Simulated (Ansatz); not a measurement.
## RbBr: frozen-core PAW against all-electron methods

```xyz
2
Lattice="0.0000 3.5076 3.5076 3.5076 0.0000 3.5076 3.5076 3.5076 0.0000" Properties=species:S:1:pos:R:3 pbc="T T T"
Rb    0.0000    0.0000    0.0000
Br    3.5076    3.5076    3.5076
```

Atom numbers follow the list: Rb1, Br2.

The structure comes from a relaxation in the same program, started in the rocksalt type, and has space group Fm-3m. Whether it is a known phase or the ground state wasn't checked.

Levels of theory: DFT, PBE, PAW with Ansatz's default frozen-core files, scalar-relativistic (Ansatz 0.2.0); DFT, PBE, all-electron PAW with datasets made for the crystal, scalar-relativistic (Ansatz 0.2.0); DFT, PBE, all-electron LAPW, scalar-relativistic (Ansatz 0.2.0).

For PAW: a Γ-centred 9×9×9 k mesh, Fermi–Dirac smearing of 0.05 eV, cutoff 420 eV, no spin polarisation. The crystal-made all-electron datasets (AE datasets) take a cutoff of 200 eV at this cell. LAPW targets a basis error of 1 meV/atom. The Ansatz runs share mesh, smearing and spin set-up. Plane-wave (PAW) pressures include the program's estimate of the Pulay term.

Stress and pressure are positive in compression.

Levels count from the top of the valence band.

| quantity | PAW | AE datasets | LAPW |
| --- | --- | --- | --- |
| pressure (GPa) | 0.01 | 0.01 | 0.01 |
| band gap (eV) | 4.193 | 4.193 | 4.193 |
| highest filled level at Γ (eV) | 0.000 | 0.000 | 0.000 |
| lowest empty level at Γ (eV) | 4.193 | 4.193 | 4.193 |
| highest filled level at L (eV) | -0.296 | -0.296 | -0.296 |
| lowest empty level at L (eV) | 6.634 | 6.635 | 6.634 |
| highest filled level at W (eV) | -0.328 | -0.328 | -0.328 |
| lowest empty level at W (eV) | 7.004 | 7.005 | 7.005 |

PAW's pressure differs from the LAPW value by about 0.01 GPa or less.
